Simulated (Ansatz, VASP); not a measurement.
One calculation of Be, two programs

File INCAR:

```
ALGO = Normal ; EDIFF = 1E-7
ENCUT = 520 ; GGA = PE
ISIF = 2 ; ISMEAR = -1
LASPH = True ; LCHARG = True
LELF = True ; LREAL = False
LVHAR = True ; LWAVE = False
NBANDS = 7 ; NELM = 80
PREC = Accurate ; SIGMA = 0.05
```

KPOINTS

```
k-points
0
Gamma
  15 15 15
```

The input POSCAR:

```
Be
1.0
   -1.2531209513      1.2531209513      1.2531209513
    1.2531209513     -1.2531209513      1.2531209513
    1.2531209513      1.2531209513     -1.2531209513
Be
1
Direct
    0.0000000000      0.0000000000      0.0000000000
```

Contents of input.yaml:

```yaml
crystal:
  lattice:
    - [-1.2531209513, 1.2531209513, 1.2531209513]
    - [1.2531209513, -1.2531209513, 1.2531209513]
    - [1.2531209513, 1.2531209513, -1.2531209513]
  atoms:
    - { symbol: Be, position: [0.0, 0.0, 0.0] }
hamiltonian:
  xc: pbe
  pseudopotentials: { kind: paw }
kpoints:
  mp_grid: { grid: [15, 15, 15] }
scf:
  occupations: { method: fermi_dirac, width: 0.05 }
output:
  forces: true
  stress: true
  eigenvalues: true
  write_density: true
  write_potential: true
  elf: true
  volumetric_format: npy
```

This isn't the form of Be at room conditions, which is hcp.

Alike in both runs: task single point; functional PBE; k mesh 15 × 15 × 15; occupations fermi-dirac, width 0.05 eV; no spin polarisation.

|  | VASP | Ansatz |
| --- | --- | --- |
| version | VASP 6.6.1 | Ansatz 0.2.0 |
| potentials or method | VASP PAW PBE potentials, release 64 (Be) | Ansatz PAW |
| plane-wave cutoff (eV) | 520 | 420 |
| valence electrons in the cell | 2 | 2 |

Ansatz gave:

- gap on the k mesh at the Fermi level (eV): none
- pressure (GPa): -0.8

Question: Estimate VASP's values.

Answer: gap on the k mesh at the Fermi level (eV): none; pressure (GPa): -0.7.

A gap of «none» marks a metal or a gap that the smearing closes.
